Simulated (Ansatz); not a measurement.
```xyz
2
Lattice="0.0000 2.7315 2.7315 2.7315 0.0000 2.7315 2.7315 2.7315 0.0000" Properties=species:S:1:pos:R:3 pbc="T T T"
Al    0.0000    0.0000    0.0000
P     1.3658    1.3658    1.3658
```

- orbitals: PBE
- datasets: hard PAW set made for 700 eV
- k mesh: 6×6×6
- empty bands: 407
- response cutoff: 180 eV
- wave cutoff: 700 eV
- frequencies: plasmon pole, fitted at the program's default frequency
- q → 0 term: analytic weight of Carrier, Rohra and Görling
- points solved: Γ, L, X
- band sums: cut at the band count

Program: Ansatz. The Kohn-Sham gap (from Γ to X) is 1.58 eV and the electronic dielectric constant on this mesh 8.4.

Problem. Estimate the linearised G0W0 gap between these edges.

Solution. 2.30 eV, a change of +0.72 eV. The valence edge moves by -0.73 eV (Z = 0.77) and the conduction edge by -0.01 eV (Z = 0.80).

Band sums or response are cut, so the gap isn't at its basis limit. The gap is read among the points solved; the crystal's band edges can lie elsewhere.
